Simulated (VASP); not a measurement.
# GaP (F-43m) in VASP: notebook

The runs below take GaP through relaxation of cell and atoms, with LDA.

Program: VASP 6.6.1. These are calculated values, not measurements. Logs are shortened: lines on timing, memory, paths and dates and some standing lists are left out, and cuts for length are marked.

### Step 1. The structure

It takes space group F-43m (No. 216, cubic). The conventional cell has a = 5.451 Å, b = 5.451 Å, c = 5.451 Å, α = 90.00°, β = 90.00°, γ = 90.00°. Ga (site symmetry -43m) is surrounded by 4 P at 2.36 Å. Around P (site symmetry -43m) lie 4 Ga at 2.36 Å.

### Step 2. Relaxation of cell and atoms, LDA

The input, INCAR:

```
PREC     = Accurate       # precision mode
ENCUT    = 350            # plane-wave cutoff, eV
EDIFF    = 1E-7           # SCF threshold, eV
ISMEAR   = 0              # smearing method
SIGMA    = 0.02           # smearing width, eV
LREAL    = F              # projectors in reciprocal space
LASPH    = T              # aspherical terms in the spheres
NELM     = 100            # most SCF steps
ALGO     = Normal         # electronic algorithm
ISIF     = 3              # what is computed and relaxed
LWAVE    = F              # write WAVECAR
LCHARG   = F              # write CHGCAR
IBRION   = 2              # ionic algorithm
NSW      = 80             # ionic steps
EDIFFG   = -0.002         # ionic threshold
```

The input, KPOINTS:

```
Automatic mesh
0
Gamma
  6 6 6
```

The input, POSCAR:

```
GaP
1.0
    0.0000000000      2.7252500000      2.7252500000
    2.7252500000      0.0000000000      2.7252500000
    2.7252500000      2.7252500000      0.0000000000
Ga P
1 1
Direct
    0.0000000000      0.0000000000      0.0000000000
    0.2500000000      0.2500000000      0.2500000000
```

Potentials or basis: VASP PAW LDA potentials, release 64 (Ga_d, P).

Command:

```sh
$ cat potpaw_LDA.64/Ga_d/POTCAR potpaw_LDA.64/P/POTCAR > POTCAR
$ mpirun -np 1 vasp_std > vasp.out
```

OUTCAR:

```text
PREC = Accurate
   ENCUT = 350
   EDIFF = 1E-7
   ISMEAR = 0
   LREAL = F
   LASPH = T
   NELM = 100
   ISIF = 3
   IBRION = 2
   NSW = 80
   EDIFFG = -0.002

 ion  position               nearest neighbor table
   1  0.000  0.000  0.000-   2 2.36   2 2.36   2 2.36   2 2.36
   2  0.250  0.250  0.250-   1 2.36   1 2.36   1 2.36   1 2.36

  LATTYP: Found a face centered cubic cell.
 ALAT       =     5.4505000000

  Lattice vectors:

 A1 = (   0.0000000000,   2.7252500000,   2.7252500000)
 A2 = (   2.7252500000,   0.0000000000,   2.7252500000)
 A3 = (   2.7252500000,   2.7252500000,   0.0000000000)

Analysis of symmetry for initial positions (statically):
=====================================================================
 Subroutine PRICEL returns:
 Original cell was already a primitive cell.

 Routine SETGRP: Setting up the symmetry group for a
 face centered cubic supercell.

 Subroutine GETGRP returns: Found 24 space group operations
 (whereof 24 operations were pure point group operations)
 out of a pool of 48 trial point group operations.

The static configuration has the point symmetry T_d .

Analysis of symmetry for dynamics (positions and initial velocities):
=====================================================================
 Subroutine PRICEL returns:
 Original cell was already a primitive cell.

 Routine SETGRP: Setting up the symmetry group for a
 face centered cubic supercell.

 Subroutine GETGRP returns: Found 24 space group operations
 (whereof 24 operations were pure point group operations)
 out of a pool of 48 trial point group operations.

The dynamic configuration has the point symmetry T_d .

 Subroutine INISYM returns: Found 24 space group operations
 (whereof 24 operations are pure point group operations),
 and found     1 'primitive' translations

----------------------------------------------------------------------------------------

                                     Primitive cell

  volume of cell :      40.4808

  direct lattice vectors                    reciprocal lattice vectors
     0.000000000  2.725250000  2.725250000    -0.183469406  0.183469406  0.183469406
     2.725250000  0.000000000  2.725250000     0.183469406 -0.183469406  0.183469406
     2.725250000  2.725250000  0.000000000     0.183469406  0.183469406 -0.183469406

  length of vectors
     3.854085511  3.854085511  3.854085511     0.317778334  0.317778334  0.317778334

  position of ions in fractional coordinates (direct lattice)
     0.000000000  0.000000000  0.000000000
[... 65 lines left out ...]
   LSORBIT =      F    spin-orbit coupling
   LASPH  =      T    aspherical Exc in radial PAW
   ENCUT  =  350.0 eV  25.72 Ry    5.07 a.u.   5.88  5.88  5.88*2*pi/ulx,y,z
   NELM   =    100;   NELMIN=  2; NELMDL= -5     # of ELM steps
   EDIFF  = 0.1E-06   stopping-criterion for ELM
   LREAL  =      F    real-space projection
   EDIFFG = -.2E-02   stopping-criterion for IOM
   NSW    =     80    number of steps for IOM
   IBRION =      2    ionic relax: 0-MD 1-quasi-New 2-CG
   NFREE  =      1    steps in history (QN), initial steepest desc. (CG)
   ISIF   =      3    stress and relaxation
   ISYM   =      2    0-nonsym 1-usesym 2-fastsym
   POTIM  = 0.5000    time-step for ionic-motion
   TEBEG  =    0.0;   TEEND  =   0.0 temperature during run
   PSTRESS=    0.0 pullay stress
   NELECT =      18.0000    total number of electrons
   NUPDOWN=      -1.0000    fix difference up-down
   EMIN   =  10.00;   EMAX   =-10.00  energy-range for DOS
   EFERMI =   0.00;   METHOD = LEGACY
   ISMEAR =     0;   SIGMA  =   0.02  broadening in eV -4-tet -1-fermi 0-gaus
   EFERMI_NEDOS =   21; number of points for ismear=-14 and -15
   IALGO  =     38    algorithm
   IMIX   =      4    mixing-type and parameters
     AMIX     =   0.40;   BMIX     =  1.00
     AMIX_MAG =   1.60;   BMIX_MAG =  1.00
  volume/ion in A,a.u.               =      20.24       136.59
  Fermi-wavevector in a.u.,A,eV,Ry     =   1.249538  2.361284 21.243377  1.561344
  Thomas-Fermi vector in A             =   2.383574
   LORBIT       =      0    0 simple, 1 ext, 2 COOP (PROOUT), +10 PAW based schemes
   GGA     = CA    functional components
   LHFCALC =     F    Hartree Fock is set to
   AEXX    =    0.0000 exact exchange contribution
   IVDW    =     0    specifies the selected vdW correction
   LEPSILON=     F    determine dielectric tensor
   LRPA    =     F    only Hartree local field effects (RPA)
 conjugate gradient relaxation of ions
 non-spin polarized calculation
 Gauss-broadening in eV      SIGMA  =   0.02
  energy-cutoff  :      350.00
  volume of cell :       40.48
 maximum number of plane-waves:       620
   NGX = 11   NGY = 11   NGZ = 11

--------------------------------------- Ionic step        1  -------------------------------------------

 number of electron      17.9999983 magnetization

 Free energy of the ion-electron system (eV)
  ---------------------------------------------------
  ext. energy  EPLUGINS =         0.00000000
  ---------------------------------------------------
  free energy    TOTEN  =       -10.42484530 eV

  energy without entropy =      -10.42484530  energy(sigma->0) =      -10.42484530

------------------------ aborting loop because EDIFF is reached ----------------------------------------

  FORCE on cell =-STRESS in cart. coord.  units (eV):
  Direction    XX          YY          ZZ          XY          YZ          ZX
  --------------------------------------------------------------------------------------
  -------------------------------------------------------------------------------------
  Total       -0.7003824     -0.7003824     -0.7003824      0.0000000     -0.0000000     -0.0000000
  in kB      -27.7202274    -27.7202274    -27.7202274      0.0000000     -0.0000000     -0.0000000
  external PRESSURE =     -27.7202274 kB  Pullay stress =       0.0000000 kB
[... 59 lines left out ...]
--------------------------------------- Ionic step        3  -------------------------------------------

 number of electron      17.9999994 magnetization

 Free energy of the ion-electron system (eV)
  ---------------------------------------------------
  ext. energy  EPLUGINS =         0.00000000
  ---------------------------------------------------
  free energy    TOTEN  =       -10.43670519 eV

  energy without entropy =      -10.43670519  energy(sigma->0) =      -10.43670519

 E-fermi :   4.9501     XC(G=0): -10.3116

 val. band max:        4.8613794550   @ k =   0.0000   0.0000   0.0000
 cond. band min:       6.2841592218   @ k =   0.5000   0.5000   0.0000
 fundamental gap:      1.4227797668
 Fermi energy:         4.9501249572

 k-point     1 :       0.0000    0.0000    0.0000
  band No.  band energies     occupation
      1      -9.9052      2.00000
      2      -9.9052      2.00000
      3      -9.9052      2.00000
      4      -9.7969      2.00000
      5      -9.7969      2.00000
      6      -7.9055      2.00000
      7       4.8614      2.00000
      8       4.8614      2.00000
      9       4.8614      2.00000
     10       6.7726      0.00000
     11       8.6394      0.00000
     12       8.6394      0.00000
     13       8.6394      0.00000
[... 267 lines left out ...]
  FREE ENERGIE OF THE ION-ELECTRON SYSTEM (eV)
  ---------------------------------------------------
  free  energy   TOTEN  =       -10.4367051916 eV

  energy  without entropy=      -10.4367051916  energy(sigma->0) =      -10.43670519

 reached required accuracy - stopping structural energy minimisation
```

It took 5.7 s on 1 thread of Intel Xeon Platinum 8375C at 2.90GHz (Ice Lake), shared host; peak memory 0.13 GiB.

Results:

```yaml
Free_energy: -10.4367 eV
Relaxed_volume: 19.58 Å³/atom
Relaxed_cell: a = 3.812 Å, b = 3.812 Å, c = 3.812 Å, α = 60.00°, β = 60.00°, γ = 60.00°
Space_group_after_relaxing_to_0.05_Å: F-43m (No. 216)
Energy_gained_by_relaxing: 5.9 meV/atom
Ionic_steps: 3
Pressure_after_relaxing: 0.0 GPa
Band_gap_on_the_k_mesh: 1.42 eV, indirect (least direct gap 1.91 eV)
```

The path:
```tsv
step	energy change (eV)	largest force (eV/Å)	pressure (GPa)	volume (Å³)
1	0.0000	0.0000	-2.77	40.48
2	-0.0083	0.0000	1.66	38.46
3	-0.0119	0.0000	-0.01	39.16
```

Final structure:
```yaml
crystal:
  lattice:
    - [0.00000, 2.69517, 2.69517]
    - [2.69517, 0.00000, 2.69517]
    - [2.69517, 2.69517, 0.00000]
  atoms:
    - { symbol: Ga, position: [0.00000, 0.00000, 0.00000] }
    - { symbol: P, position: [0.25000, 0.25000, 0.25000] }
```

Levels at points of the mesh, in eV from the valence-band top:
| k point | band 5 | band 6 | band 7 | band 8 | band 9 | band 10 | band 11 | band 12 | band 13 |
| --- | --- | --- | --- | --- | --- | --- | --- | --- | --- |
| (0.00, 0.00, 0.00) | -14.66 | -12.77 | 0.00 | 0.00 | 0.00 | 1.91 | 3.78 | 3.78 | 3.78 |
| (0.50, 0.00, 0.00) | -14.65 | -10.57 | -6.91 | -1.18 | -1.18 | 1.61 | 4.62 | 4.62 | 8.10 |
| (0.50, 0.50, 0.00) | -14.63 | -9.60 | -7.00 | -2.83 | -2.83 | 1.42 | 1.65 | 10.70 | 10.70 |

Caveat: the cutoff is under 1.25 times the usual one of these potentials, so pressure, stress and relaxed cells hold a basis-set (Pulay) error. LDA usually gives volumes a few per cent too small.

### Step 3. Relaxation of cell and atoms, LDA

This run uses another cell than the first one, of 19.58 Å³/atom, 0.967 times its volume.

INCAR is that of step 2.

KPOINTS is that of step 2.

The input, POSCAR:

```
GaP                                     
1.0
   -0.0000000000      2.6951726692      2.6951726692
    2.6951726692     -0.0000000000      2.6951726692
    2.6951726692      2.6951726692     -0.0000000000
  Ga              P             
     1     1
Direct
     0.0000000000000000    0.0000000000000000    0.0000000000000000
     0.2500000000000000    0.2500000000000000    0.2500000000000000
```

Potentials or basis: VASP PAW LDA potentials, release 64 (Ga_d, P).

Command:

```sh
$ cat potpaw_LDA.64/Ga_d/POTCAR potpaw_LDA.64/P/POTCAR > POTCAR
$ mpirun -np 1 vasp_std > vasp.out
```

Run time: 4.7 s. Hardware: 1 thread of Intel Xeon Platinum 8375C at 2.90GHz (Ice Lake), shared host; peak memory 0.12 GiB.

The run converged. Its results:

```
Free energy                            : -10.4351 eV
Relaxed volume                         : 19.58 Å³/atom
Relaxed cell                           : a = 3.812 Å, b = 3.812 Å, c = 3.812 Å, α = 60.00°, β = 60.00°, γ = 60.00°
Space group after relaxing (to 0.05 Å) : F-43m (No. 216)
Energy gained by relaxing              : 0.0 meV/atom
Ionic steps                            : 3
Pressure after relaxing                : 0.0 GPa
Band gap on the k mesh                 : 1.42 eV, indirect (least direct gap 1.91 eV)
```

Final structure:
```
CELL_PARAMETERS angstrom
0.00000 2.69548 2.69548
2.69548 0.00000 2.69548
2.69548 2.69548 0.00000
ATOMIC_POSITIONS crystal
Ga 0.00000 0.00000 0.00000
P 0.25000 0.25000 0.25000
```

Levels at points of the mesh, in eV from the valence-band top:
| k point | band 6 | band 7 | band 8 | band 9 | band 10 | band 11 | band 12 | band 13 |
| --- | --- | --- | --- | --- | --- | --- | --- | --- |
| (0.00, 0.00, 0.00) | -12.76 | 0.00 | 0.00 | 0.00 | 1.91 | 3.78 | 3.78 | 3.78 |
| (0.50, 0.00, 0.00) | -10.57 | -6.90 | -1.18 | -1.18 | 1.61 | 4.62 | 4.62 | 8.10 |
| (0.50, 0.50, 0.00) | -9.60 | -7.00 | -2.83 | -2.83 | 1.42 | 1.65 | 10.70 | 10.70 |

Caveat: the cutoff is under 1.25 times the usual one of these potentials, so pressure, stress and relaxed cells hold a basis-set (Pulay) error. A hybrid or GW would open this gap; LDA tends to underestimate it.
